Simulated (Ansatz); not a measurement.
**Σ3 (112) boundary in fcc Ag with O (interstitial): structure and resistance**

How much does the Σ3 (112) boundary in fcc Ag with O (interstitial) reflect electrons?

Program: Ansatz 0.2.0. Level of theory: Ansatz plane-wave DFT, PBE, PAW files; relaxation of a bicrystal slab with its lowest layers held; PAW set soft_1, in the first sound run; inputs show where later runs differ. Results are calculated unless marked as measured.

## 1. Starting point

The cell holds 24 atoms: 23 Ag and 1 O. Its edges and angles: a = 2.889 Å, b = 7.078 Å, c = 30.184 Å, α = 90.0°, β = 90.0°, γ = 90.0°. It derives from Ag. built on the (1 1 2) plane; 2 overlapping atoms removed and the grains opened by 0 Å. Vacuum lies along c.

## 2. Relaxing the bicrystal

The boundary is built by mirroring the lower grain in the boundary plane and removing any atoms that overlap; then the O is put in at the boundary. A thin bicrystal slab is relaxed first, with the lowest layers held and the upper grain free to shift and open.

Contents of input.yaml:

```yaml
crystal:
  lattice:
    - [2.8893797293, 0.0, 0.0]
    - [0.0, 7.0775060099, 0.0]
    - [0.0, 0.0, 30.1841178906]
  atoms:
    - { symbol: Ag, position: [2.0e-10, 0.3333333334, 0.1656500289] }
    - { symbol: Ag, position: [0.5000000002, 0.0, 0.1932835044] }
    - { symbol: Ag, position: [1.0e-10, 0.6666666667, 0.2209169799] }
    - { symbol: Ag, position: [0.5000000001, 0.3333333334, 0.2485504554] }
    - { symbol: Ag, position: [1.0e-10, 0.0, 0.2761839309] }
    - { symbol: Ag, position: [0.5000000001, 0.6666666667, 0.3038174064] }
    - { symbol: Ag, position: [1.0e-10, 0.3333333334, 0.3314508819] }
    - { symbol: Ag, position: [0.5000000001, 0.0, 0.3590843574] }
    - { symbol: Ag, position: [0.0, 0.6666666667, 0.3867178329] }
    - { symbol: Ag, position: [0.5, 0.3333333333, 0.4143513084] }
    - { symbol: Ag, position: [0.0, 0.0, 0.4419847839] }
    - { symbol: O, position: [0.0, 0.3333333333, 0.4751147896] }
    - { symbol: Ag, position: [0.0, 0.6666666667, 0.4972517349] }
    - { symbol: Ag, position: [0.5000000001, 0.0, 0.5248852104] }
    - { symbol: Ag, position: [1.0e-10, 0.3333333334, 0.5525186859] }
    - { symbol: Ag, position: [0.5000000001, 0.6666666667, 0.5801521614] }
    - { symbol: Ag, position: [1.0e-10, 0.0, 0.6077856369] }
    - { symbol: Ag, position: [0.5000000001, 0.3333333334, 0.6354191124] }
    - { symbol: Ag, position: [1.0e-10, 0.6666666667, 0.6630525879] }
    - { symbol: Ag, position: [0.5000000002, 0.0, 0.6906860634] }
    - { symbol: Ag, position: [2.0e-10, 0.3333333334, 0.7183195389] }
    - { symbol: Ag, position: [0.5000000002, 0.6666666667, 0.7459530144] }
    - { symbol: Ag, position: [2.0e-10, 1.0e-10, 0.7735864899] }
    - { symbol: Ag, position: [0.5000000002, 0.3333333334, 0.8012199654] }
kpoints:
  mp_grid: { grid: [8, 4, 1] }
hamiltonian:
  xc: pbe
  pseudopotentials: { kind: paw, azcp: { folder: soft_1 } }
scf:
  occupations: { method: fermi_dirac, width: 0.1 }
relax:
  f_tol: 0.03
  max_steps: 80
  constraints: [{ sites: [0, 1, 2, 3] }]
```

Run with:

```sh
ansatz run input.yaml --threads 4 --pin off --max-ram 15360MiB --backend cpu --events-out ev --progress --plain --runs-dir out
```

Numbers of over 12 decimals in the logs are rounded to 6 here.

The program printed:

```text
Engine: ansatz 0.2.0, x86_64-unknown-linux-gnu
Pseudopotentials: kind: paw
Pseudopotential: Ag, paw, valence charge 19, recommended cutoff 420 eV (normal), soft_1/Ag.paw.azcp
Pseudopotential: O, paw, valence charge 6, recommended cutoff 420 eV (normal), soft_1/O.paw.azcp
Functional definition: PBE
  parameter kappa = 0.804
  parameter beta = 0.066725
  exchange = pbe_x(kappa = kappa, mu = beta*pi^2/3)
  correlation = pbe_c(beta = beta)
Crystal: 24 atoms, lattice volume = 617.253 Å³
Basis set: ecut = 420 eV, 12043 PW (Γ), exchange–correlation on 40×96×432 points (8 copies of the dense FFT grid, shifted against one another)
Bands: 266, of which v1, the nominal top of the filled ones, is band 222 counted from 1 (221 counted from 0)
Symmetry: 2 space group operations
Space group: Pm (ITA 6), of the structure as read, at distance tolerance 8.5e-5 Å
k-points: 15 of 32 (time reversal used)
Non-local potential: Ag, projectors of the file, l = 0: 3, l = 1: 2, l = 2: 2, l = 3: 1
Non-local potential: O, projectors of the file, l = 0: 2, l = 1: 2, l = 2: 1
PAW form: soft (Blöchl's): semilocal exchange-correlation on the pseudo side does not see the compensation charge
PAW one-centre angular grid: Ag, 590 points (default); XC on 64 Gauss nodes
PAW one-centre angular grid: O, 110 points (default); XC on 64 Gauss nodes
Initial density: superposition of atomic densities (neutral atoms: chi_scale 0, normalization atom)
Initial wavefunctions: pseudopotential atomic-orbital guess
Functional: x = pbe(κ = 0.804, μ = 0.219515), c = pbe(β = 0.066725)
SCF iter   1: F=—  HF=-175154.563578 eV  |F-HF|=—  |Δ(HF+E_count)|=         —  Δρ=6.67e-2  dr2=4.38e1  ethr=3.10e-3  ⟨swp⟩=6.2  Hψ=14122  notcnv=0  defer=187
preconditioner: auto → LDOS  [metal: Δε(μ)=0.055 eV  Ē_g=9.465 eV  σ=0.100 eV  W_gap=0.14  n_scr=178 (ndim 8)  ℏωp=24.1 eV  f_vac=0.315  D(μ)=7.14/eV (n_scr^D=34)  β→1.0]
SCF iter   2: F=—  HF=-175162.740616 eV  |F-HF|=—  |Δ(HF+E_count)|=    8.18e0  Δρ=1.26e-1  dr2=2.17e2  ethr=3.10e-3  ⟨swp⟩=4.2  Hψ=8522  notcnv=0  defer=416  recentre
SCF iter   3: F=—  HF=-175147.532578 eV  |F-HF|=—  |Δ(HF+E_count)|=    1.52e1  Δρ=2.60e-2  dr2=1.17e1  ethr=3.10e-3  ⟨swp⟩=2.9  Hψ=8132  notcnv=0  defer=418
SCF iter   4: F=—  HF=-175146.489704 eV  |F-HF|=—  |Δ(HF+E_count)|=    1.04e0  Δρ=1.16e-2  dr2=3.34e0  ethr=2.64e-3  ⟨swp⟩=2.0  Hψ=4792  notcnv=0  defer=418
SCF iter   5: F=—  HF=-175146.206639 eV  |F-HF|=—  |Δ(HF+E_count)|=   2.83e-1  Δρ=3.78e-3  dr2=3.44e-1  ethr=7.53e-4  ⟨swp⟩=2.0  Hψ=4302  notcnv=0  defer=429
SCF iter   6: F=—  HF=-175146.196674 eV  |F-HF|=—  |Δ(HF+E_count)|=   9.96e-3  Δρ=3.15e-3  dr2=1.06e-1  ethr=7.77e-5  ⟨swp⟩=1.9  Hψ=4945  notcnv=0  defer=429
SCF iter   7: F=—  HF=-175146.192252 eV  |F-HF|=—  |Δ(HF+E_count)|=   4.42e-3  Δρ=9.27e-4  dr2=1.63e-2  ethr=2.39e-5  ⟨swp⟩=1.9  Hψ=5264  notcnv=0  defer=429
SCF iter   8: F=—  HF=-175146.191833 eV  |F-HF|=—  |Δ(HF+E_count)|=   4.19e-4  Δρ=4.02e-4  dr2=3.87e-4  ethr=3.67e-6  ⟨swp⟩=2.0  Hψ=3775  notcnv=0  defer=429
SCF iter   9: F=—  HF=-175146.191763 eV  |F-HF|=—  |Δ(HF+E_count)|=   6.96e-5  Δρ=7.16e-5  dr2=5.00e-5  ethr=8.74e-8  ⟨swp⟩=2.1  Hψ=5532  notcnv=0  defer=429
SCF iter  10: F=-175146.191757 eV  HF=-175146.191759 eV  |F-HF|=2.18e-6  |Δ(HF+E_count)|=   3.93e-6  Δρ=2.72e-5  dr2=3.21e-6  ethr=5.08e-9  ⟨swp⟩=4.0  Hψ=12455  notcnv=0
SCF 1 converged in 10 iterations: F = -175146.191757 eV  dr2 = 3.21e-6
  greatest PAW one-centre occupation: 1.001 electrons in one spin orbital (limit 2), on the Ag atom at site 6 (counted from 0), in its partial waves of l = 0
relax step   1: F+E_penalty+E_count = -175146.19175681 eV  Δ(F+E_penalty+E_count) = +0.000e0 eV  max|allowed force component| = 6.557e-1 eV/Å  Δτ_max = 0.0000 Å  (10 SCF iters, dr2 threshold 2.25e-5 eV, accepted)
Initial density: handed on by an earlier stage of this run
Initial wavefunctions: those handed on with the density
iter 1 solved again at ethr=3.51e-5 eV; its pass at ethr=3.10e-3 eV (dr2=1.55e-1 eV) is discarded
SCF iter   1: F=—  HF=-175146.439574 eV  |F-HF|=—  |Δ(HF+E_count)|=         —  Δρ=3.46e-3  dr2=1.09e-1  ethr=3.51e-5  ⟨swp⟩=2.0  Hψ=13427  notcnv=0  defer=363
preconditioner: auto → LDOS  [metal: Δε(μ)=0.048 eV  Ē_g=9.742 eV  σ=0.100 eV  W_gap=0.12  n_scr=178 (ndim 8)  ℏωp=24.1 eV  f_vac=0.313  D(μ)=6.97/eV (n_scr^D=34)  β→1.0]
SCF iter   2: F=—  HF=-175146.436265 eV  |F-HF|=—  |Δ(HF+E_count)|=   3.31e-3  Δρ=2.63e-3  dr2=9.82e-2  ethr=2.45e-5  ⟨swp⟩=2.1  Hψ=6358  notcnv=0  defer=363
SCF iter   3: F=—  HF=-175146.416113 eV  |F-HF|=—  |Δ(HF+E_count)|=   2.02e-2  Δρ=4.32e-4  dr2=1.34e-3  ethr=2.22e-5  ⟨swp⟩=2.0  Hψ=5660  notcnv=0  defer=363
SCF iter   4: F=—  HF=-175146.416457 eV  |F-HF|=—  |Δ(HF+E_count)|=   3.44e-4  Δρ=2.55e-4  dr2=5.34e-4  ethr=3.02e-7  ⟨swp⟩=2.8  Hψ=7862  notcnv=0  defer=394
SCF iter   5: F=—  HF=-175146.416340 eV  |F-HF|=—  |Δ(HF+E_count)|=   1.18e-4  Δρ=6.48e-5  dr2=4.68e-5  ethr=1.21e-7  ⟨swp⟩=2.0  Hψ=6646  notcnv=0  defer=394
SCF iter   6: F=-175146.416330 eV  HF=-175146.416333 eV  |F-HF|=2.26e-6  |Δ(HF+E_count)|=   7.10e-6  Δρ=2.11e-5  dr2=3.73e-6  ethr=6.07e-9  ⟨swp⟩=4.0  Hψ=12306  notcnv=0
SCF 2 converged in 6 iterations: F = -175146.416330 eV  dr2 = 3.73e-6
relax step   2: F+E_penalty+E_count = -175146.41633030 eV  Δ(F+E_penalty+E_count) = -2.246e-1 eV  max|allowed force component| = 2.290e-1 eV/Å  Δτ_max = 0.1930 Å  (6 SCF iters, dr2 threshold 2.69e-5 eV, accepted)
SCF iter   1: F=—  HF=-175146.557929 eV  |F-HF|=—  |Δ(HF+E_count)|=         —  Δρ=5.43e-3  dr2=2.03e-1  ethr=4.29e-4  ⟨swp⟩=6.0  Hψ=9425  notcnv=0  defer=364
preconditioner: auto → LDOS  [metal: Δε(μ)=0.043 eV  Ē_g=9.723 eV  σ=0.100 eV  W_gap=0.11  n_scr=178 (ndim 8)  ℏωp=24.1 eV  f_vac=0.311  D(μ)=6.83/eV (n_scr^D=34)  β→1.0]
SCF iter   2: F=—  HF=-175146.534986 eV  |F-HF|=—  |Δ(HF+E_count)|=   2.29e-2  Δρ=4.20e-3  dr2=1.38e-1  ethr=4.59e-5  ⟨swp⟩=2.0  Hψ=7808  notcnv=0  defer=427
SCF iter   3: F=—  HF=-175146.489187 eV  |F-HF|=—  |Δ(HF+E_count)|=   4.58e-2  Δρ=7.07e-4  dr2=3.70e-3  ethr=3.10e-5  ⟨swp⟩=2.0  Hψ=6160  notcnv=0  defer=427
SCF iter   4: F=—  HF=-175146.488411 eV  |F-HF|=—  |Δ(HF+E_count)|=   7.76e-4  Δρ=3.57e-4  dr2=7.83e-4  ethr=8.35e-7  ⟨swp⟩=3.0  Hψ=8578  notcnv=0  defer=427
SCF iter   5: F=—  HF=-175146.488640 eV  |F-HF|=—  |Δ(HF+E_count)|=   2.29e-4  Δρ=7.82e-5  dr2=5.59e-5  ethr=1.77e-7  ⟨swp⟩=2.0  Hψ=6791  notcnv=0  defer=426
SCF iter   6: F=—  HF=-175146.488633 eV  |F-HF|=—  |Δ(HF+E_count)|=   7.44e-6  Δρ=2.41e-5  dr2=3.71e-6  ethr=1.26e-8  ⟨swp⟩=2.1  Hψ=5691  notcnv=0  defer=425
SCF iter   7: F=-175146.488633 eV  HF=-175146.488633 eV  |F-HF|=1.63e-8  |Δ(HF+E_count)|=   6.29e-9  Δρ=5.26e-6  dr2=1.62e-7  ethr=7.40e-10  ⟨swp⟩=4.0  Hψ=12467  notcnv=0
SCF 3 converged in 7 iterations: F = -175146.488633 eV  dr2 = 1.62e-7
relax step   3: F+E_penalty+E_count = -175146.48863266 eV  Δ(F+E_penalty+E_count) = -7.230e-2 eV  max|allowed force component| = 9.347e-2 eV/Å  Δτ_max = 0.1879 Å  (7 SCF iters, dr2 threshold 3.28e-6 eV, accepted)
[...]
relax step   4: F+E_penalty+E_count = -175146.51909606 eV  Δ(F+E_penalty+E_count) = -3.046e-2 eV  max|allowed force component| = 9.415e-2 eV/Å  Δτ_max = 0.2000 Å  (7 SCF iters, dr2 threshold 1.07e-6 eV, accepted)
[...]
relax step   5: F+E_penalty+E_count = -175146.53597852 eV  Δ(F+E_penalty+E_count) = -1.688e-2 eV  max|allowed force component| = 6.453e-2 eV/Å  Δτ_max = 0.1501 Å  (7 SCF iters, dr2 threshold 1.48e-6 eV, accepted)
[...]
relax step   6: F+E_penalty+E_count = -175146.55146793 eV  Δ(F+E_penalty+E_count) = -1.549e-2 eV  max|allowed force component| = 2.094e-2 eV/Å  Δτ_max = 0.1947 Å  (7 SCF iters, dr2 threshold 1.96e-6 eV, accepted)
[...]
relax step   7: F+E_penalty+E_count = -175146.55146846 eV  Δ(F+E_penalty+E_count) = -5.254e-7 eV  max|allowed force component| = 2.093e-2 eV/Å  Δτ_max = 0.0000 Å  (3 SCF iters, accepted)
[...]
relax step   8: F+E_penalty+E_count = -175146.55810133 eV  Δ(F+E_penalty+E_count) = -6.633e-3 eV  max|allowed force component| = 1.993e-2 eV/Å  Δτ_max = 0.1940 Å  (8 SCF iters, accepted)
SCF iter   1: F=—  HF=-175146.564298 eV  |F-HF|=—  |Δ(HF+E_count)|=         —  Δρ=1.61e-3  dr2=1.83e-2  ethr=3.88e-5  ⟨swp⟩=3.9  Hψ=7970  notcnv=0  defer=427
preconditioner: auto → LDOS  [metal: Δε(μ)=0.046 eV  Ē_g=9.726 eV  σ=0.100 eV  W_gap=0.11  n_scr=178 (ndim 8)  ℏωp=24.1 eV  f_vac=0.309  D(μ)=6.69/eV (n_scr^D=34)  β→1.0]
SCF iter   2: F=—  HF=-175146.561407 eV  |F-HF|=—  |Δ(HF+E_count)|=   2.89e-3  Δρ=1.20e-3  dr2=9.28e-3  ethr=4.12e-6  ⟨swp⟩=2.1  Hψ=7571  notcnv=0  defer=427
SCF iter   3: F=—  HF=-175146.557980 eV  |F-HF|=—  |Δ(HF+E_count)|=   3.43e-3  Δρ=1.49e-4  dr2=3.02e-4  ethr=2.09e-6  ⟨swp⟩=2.0  Hψ=6536  notcnv=0  defer=427
SCF iter   4: F=—  HF=-175146.557935 eV  |F-HF|=—  |Δ(HF+E_count)|=   4.52e-5  Δρ=8.42e-5  dr2=6.51e-5  ethr=6.82e-8  ⟨swp⟩=3.0  Hψ=8035  notcnv=0  defer=427
SCF iter   5: F=—  HF=-175146.558370 eV  |F-HF|=—  |Δ(HF+E_count)|=   4.35e-4  Δρ=2.32e-5  dr2=3.12e-6  ethr=1.47e-8  ⟨swp⟩=2.1  Hψ=6612  notcnv=0  defer=427
SCF iter   6: F=—  HF=-175146.558369 eV  |F-HF|=—  |Δ(HF+E_count)|=   3.81e-7  Δρ=7.32e-6  dr2=2.74e-7  ethr=7.05e-10  ⟨swp⟩=2.1  Hψ=6022  notcnv=0  defer=427
SCF iter   7: F=-175146.558369 eV  HF=-175146.558369 eV  |F-HF|=9.66e-9  |Δ(HF+E_count)|=   3.39e-8  Δρ=1.67e-6  dr2=1.62e-8  ethr=2.26e-11  ⟨swp⟩=4.3  Hψ=12638  notcnv=0
SCF 9 converged in 7 iterations: F = -175146.558369 eV  dr2 = 1.62e-8
relax step   9: F+E_penalty+E_count = -175146.55836917 eV  Δ(F+E_penalty+E_count) = -2.678e-4 eV  max|allowed force component| = 8.102e-3 eV/Å  Δτ_max = 0.0423 Å  (7 SCF iters, accepted)
SCF converged after 7 iterations
Free energy (F): -175146.558369 eV
Harris-Foulkes:  -175146.558369 eV  (|F-HF|=9.66e-9)
Internal energy: -175146.335330 eV  (E = F + TS)
E sigma→0 (E₀):  -175146.446850 eV
Entropy (-TS):   -0.223039 eV (-9.293 meV/atom)
Fermi energy:    9.510432 eV
--- Per-component energies (eV) ---
  E_band       = -8727.317156
  E_kinetic    = 10920.208782
  E_local      = -510207.490972  (includes V_loc(G=0)·N_el)
  E_nonlocal   = 785.744941
  E_hartree    = 253019.374113
  E_xc         = -3721.796817
  E_vxc        = -4710.348117  (∫ρ·V_xc dr)
  E_paw        = -91141.335194  (= ΣΔE_a)
  E_vpaw       = -11554.191264  (= ΣTr[D̂ρ^β])
  E_aug_tail   = 0.009423  (compensation charges beyond the density's cutoff)
  E_ewald      = 165198.950395
  E_smearing   = -0.223039  (= −TS)
  E_closure    = 0.000000  (closes the sum)
  Σ components = -175146.558369   (vs F -175146.558369, Δ=0.00e0)
--- Forces (eV/Å), atoms counted from 1 ---
  atom   1  Ag    -0.00000000    -0.00366310     0.10055208
  atom   2  Ag    -0.00000000    -0.04842023    -0.06730203
  atom   3  Ag     0.00000000     0.07175365    -0.15316411
  atom   4  Ag     0.00000000    -0.02160837     0.12806053
  atom   5  Ag     0.00000000     0.00163613    -0.00142367
  atom   6  Ag    -0.00000000    -0.00246138    -0.00676741
  atom   7  Ag     0.00000000    -0.00135637    -0.00633965
  atom   8  Ag     0.00000000     0.00458392     0.00080833
  atom   9  Ag     0.00000000    -0.00146211    -0.00055975
  atom  10  Ag    -0.00000000    -0.00774583     0.00597187
  atom  11  Ag     0.00000000     0.00810168     0.00458119
  atom  12  O      0.00000000     0.00531018     0.00275281
  atom  13  Ag    -0.00000000    -0.00516414     0.00265028
  atom  14  Ag     0.00000000     0.00275250    -0.00514060
  atom  15  Ag    -0.00000000    -0.00057909    -0.00674628
  atom  16  Ag    -0.00000000    -0.00037500     0.00117507
  atom  17  Ag     0.00000000    -0.00144942     0.00232065
  atom  18  Ag     0.00000000     0.00028723     0.00485798
  atom  19  Ag    -0.00000000     0.00070958    -0.00019819
  atom  20  Ag     0.00000000     0.00002293    -0.00171459
  atom  21  Ag     0.00000000    -0.00120134    -0.00238520
  atom  22  Ag     0.00000000     0.00011495    -0.00123973
  atom  23  Ag    -0.00000000    -0.00012302    -0.00091205
  atom  24  Ag    -0.00000000     0.00047231     0.00015119
  max |Σ_I F_I| component: 1.36e-4 eV/Å
--- Relaxed structure (9 steps of the walk, 9 accepted, 0 SCFs on fresh bases) ---
  F+E_penalty+E_count = -175146.55836917 eV   max|allowed force component| = 8.102e-3 eV/Å
  atoms:
    - { symbol: Ag, position: [0.0, 0.333333, 0.1656500289] }
    - { symbol: Ag, position: [0.5, 0.0, 0.1932835044] }
    - { symbol: Ag, position: [0, 0.666667, 0.2209169799] }
    - { symbol: Ag, position: [0.5, 0.333333, 0.2485504554] }
    - { symbol: Ag, position: [-1.4184909764147137e-18, -0.00521604, 0.278207] }
    - { symbol: Ag, position: [0.5, 0.656527, 0.306242] }
    - { symbol: Ag, position: [-3.545251495285218e-18, 0.320297, 0.334938] }
    - { symbol: Ag, position: [0.5, -0.015808, 0.363150] }
    - { symbol: Ag, position: [-5.023025167793706e-18, 0.648196, 0.391251] }
    - { symbol: Ag, position: [0.5, 0.316795, 0.419568] }
    - { symbol: Ag, position: [-1.142559284209358e-17, -0.042014, 0.447830] }
    - { symbol: O, position: [-2.020305827280345e-17, 0.259043, 0.478236] }
    - { symbol: Ag, position: [-2.459906385161369e-17, 0.576212, 0.488024] }
    - { symbol: Ag, position: [0.5, -0.117772, 0.527370] }
    - { symbol: Ag, position: [-2.984540934890619e-17, 0.223587, 0.550805] }
    - { symbol: Ag, position: [0.5, 0.555545, 0.579859] }
    - { symbol: Ag, position: [-2.888864234167886e-17, -0.106229, 0.610316] }
    - { symbol: Ag, position: [0.5, 0.229276, 0.636135] }
    - { symbol: Ag, position: [-2.7529595848485416e-17, 0.565436, 0.665504] }
    - { symbol: Ag, position: [0.5, -0.099211, 0.694654] }
    - { symbol: Ag, position: [-2.508895044136587e-17, 0.241077, 0.721306] }
    - { symbol: Ag, position: [0.5, 0.575307, 0.752519] }
    - { symbol: Ag, position: [-2.5723525119184118e-17, -0.094590, 0.779884] }
    - { symbol: Ag, position: [0.5, 0.239619, 0.803924] }
```

Run time: 8.2 min. Hardware: 4 threads of Intel Xeon Platinum 8488C (Sapphire Rapids), shared host; peak memory 3.9 GiB; 31 min of CPU time.

This run has no spin polarisation although its electron count is odd.

Step by step:

| step | energy less that of the first step (eV) | largest force component (eV/Å) |
| --- | --- | --- |
| 1 | 0.0000 | 0.6557 |
| 2 | -0.2246 | 0.2290 |
| 3 | -0.2969 | 0.0935 |
| 4 | -0.3273 | 0.0942 |
| 5 | -0.3442 | 0.0645 |
| 6 | -0.3597 | 0.0209 |
| 7 | -0.3597 | 0.0209 |
| 8 | -0.3663 | 0.0199 |
| 9 | -0.3666 | 0.0081 |

The run keeps the 2 symmetry operations that it works with, so distortions that break them were not tested.

The atoms that moved most (Å):

| atom | dx | dy | dz | length |
| --- | --- | --- | --- | --- |
| Ag14 | 0.000 | -0.834 | 0.075 | 0.837 |
| Ag16 | 0.000 | -0.786 | -0.009 | 0.787 |
| Ag15 | 0.000 | -0.777 | -0.052 | 0.778 |
| Ag17 | 0.000 | -0.752 | 0.076 | 0.756 |
| Ag18 | 0.000 | -0.736 | 0.022 | 0.737 |
| Ag19 | 0.000 | -0.716 | 0.074 | 0.720 |
| Ag20 | 0.000 | -0.702 | 0.120 | 0.712 |
| Ag13 | 0.000 | -0.640 | -0.279 | 0.698 |

This step gave:

```yaml
free_energy: -175146.5584 eV
energy_at_zero_smearing: -175146.4468 eV
fermi_energy: 9.510 eV
```

The largest force component on a free atom ends at 0.0081 eV/Å, under the tolerance of 0.03, after 9 steps.

[end of part 1 of 2]

[Logs are printed without paths, hosts, clocks, repeated set-up lines and the standing remarks that a program may print on its own settings, such as how far it seeks lower states.]

[Hosts, paths, dates, database ids (printed as entryN), source tags and the programs' standing remarks are cut or masked in the printed files.]
